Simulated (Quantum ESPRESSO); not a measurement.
Runs of Quantum ESPRESSO 7.5 on ZrC. Symmetry: P6_3/mmc, No. 194, hexagonal system. The conventional cell has a = 3.391 Å, b = 3.391 Å, c = 5.290 Å, α = 90.00°, β = 90.00°, γ = 120.00°. Zr (site symmetry -6m2) has 6 C at 2.36 Å as nearest neighbours. C (site symmetry -3m) has 6 Zr at 2.36 Å and 2 C at 2.65 Å as nearest neighbours. The cell comes from a database or a generator and needn't be the stable form of this composition.

```tsv
task	level	potentials or basis	k mesh	cutoff (eV)	form of the LDA correlation	SCF threshold	symmetry	gap on the mesh (eV)	pressure (GPa)	V0 of scaled cells (Å³/atom)	B0 (GPa)
equation of state	LDA	GBRV 1.5 LDA	9 × 9 × 5	612	PZ81	8e-10 Ry	-	-	-	(b)	244
equation of state	PBEsol	GBRV 1.5 PBEsol	9 × 9 × 5	612	-	8e-10 Ry	-	-	-	(a)	233
band structure	r2SCAN	SG15 PBE 1.2	7 × 7 × 4	1197	-	1e-08 Ry	off	none	-2.4	-	-
equation of state	r2SCAN	SG15 PBE 1.2	6 × 6 × 4	1197	-	1e-08 Ry	off	-	-	13.04	227
single point	PBEsol	GBRV 1.5 PBEsol	9 × 9 × 5	612	-	8e-10 Ry	-	none	-7.9	-	-
```

Alike in all rows: no spin polarisation; cell as given; smearing fermi-dirac 0.05 eV.

Q: Fill in the values left out.

A: (a) 12.70; (b) 12.49.

Caveats: the cell was scaled at fixed shape and fractional positions, which overstates the stiffness of a crystal with free parameters, most of all of layers and chains (some runs); the potentials were made for another functional, which shifts forces and pressure (some runs); some levels on the path didn't converge (some runs).

A k mesh can miss the band edges, and the runs leave out spin-orbit coupling on Zr.

A gap of «none» marks a metal or a gap under the smearing width.
